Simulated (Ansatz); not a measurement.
The following input was run with Ansatz 0.2.0.

```yaml
crystal:
  lattice:
    - [0.0, 3.08163744, 3.08163744]
    - [3.08163744, 0.0, 3.08163744]
    - [3.08163744, 3.08163744, 0.0]
  atoms:
    - { symbol: In, position: [0.0, 0.0, 0.0] }
    - { symbol: As, position: [0.75, 0.75, 0.75] }
basis:
  ecutwfc: 420
kpoints:
  mp_grid: { grid: [12, 12, 12] }
hamiltonian:
  xc: pbe
scf:
  occupations: { method: gaussian, width: 0.1 }
output:
  forces: true
  stress: true
  eigenvalues: true
  populations: true
```

Command:
```bash
ansatz run input.yaml --threads 1 --pin off --max-ram 1331MiB --backend cpu --events-out ev --progress --plain --runs-dir out
```

These are results of DFT PBE, scalar-relativistic, plane waves, PAW (Ansatz 0.2.0), not measurements.

From the run's log, abridged (final results; tables in files aren't shown):

```
SCF 1 converged in 6 iterations: F = -10454.468069 eV  dr2 = 1.70e-8
SCF converged after 6 iterations
Free energy (F): -10454.468069 eV
Harris-Foulkes:  -10454.468069 eV  (|F-HF|=5.85e-9)
Internal energy: -10454.467912 eV  (E = F + TS)
E sigma→0 (E₀):  -10454.467991 eV
Entropy (-TS):   -0.000158 eV (-0.079 meV/atom)
Fermi energy:    7.169324 eV
--- Per-component energies (eV) ---
  E_band       = -329.580508
  E_kinetic    = 345.587303
  E_local      = -3351.165598  (includes V_loc(G=0)·N_el)
  E_nonlocal   = -303.363222
  E_hartree    = 1614.707734
  E_xc         = -294.001260
  E_vxc        = -177.887254  (∫ρ·V_xc dr)
  E_paw        = -5990.633878  (= ΣΔE_a)
  E_vpaw       = -72.173062  (= ΣTr[D̂ρ^β])
  E_aug_tail   = 0.000035  (compensation charges beyond the density's cutoff)
  E_ewald      = -2475.599025
  E_smearing   = -0.000158  (= −TS)
--- Forces (eV/Å), atoms counted from 1 ---
  atom   1  In     0.00000000     0.00000000     0.00000000
  atom   2  As     0.00000000     0.00000000     0.00000000
--- Stress (GPa, compression-positive) ---
        0.560015       0.000000       0.000000
        0.000000       0.560015       0.000000
        0.000000       0.000000       0.560015
  P = ⅓ Tr σ = 0.5600 GPa (5.600 kbar)
--- Band table (eV; the first three rows and the last of 72) ---
  k-point 0: bands = ["-27.8073", "-27.8073", "-27.8073", "-27.8010", "-27.8010", "-7.1752", "-7.1752", "-7.1752", "-7.0715", "-7.0715", "-4.4050", "6.6179", "7.1050", "7.1050", "7.1050", "10.9939", "10.9939", "10.9939"]
  k-point 1: bands = ["-27.8073", "-27.8073", "-27.8073", "-27.8010", "-27.8010", "-7.1824", "-7.1730", "-7.1730", "-7.0716", "-7.0716", "-4.3397", "5.7439", "7.0226", "7.0226", "7.7591", "11.0077", "11.1189", "11.1189"]
  k-point 2: bands = ["-27.8073", "-27.8072", "-27.8072", "-27.8009", "-27.8009", "-7.2014", "-7.1672", "-7.1672", "-7.0715", "-7.0715", "-4.1514", "4.6065", "6.8206", "6.8206", "8.1850", "11.3214", "11.4079", "11.4079"]
  k-point 71: bands = ["-27.8073", "-27.8072", "-27.8069", "-27.8009", "-27.8007", "-7.3042", "-7.1344", "-7.1140", "-7.0838", "-7.0646", "-2.5886", "1.6397", "4.3900", "4.4820", "11.0734", "11.3825", "11.9532", "13.1686"]
--- Löwdin populations: 2 sites ---
  site symbol q [e]
     0     In     12.7146
     1     As     15.2497
  spilling = 0.001272 (of n_electrons = 28.000000)
```

Self-consistency was reached.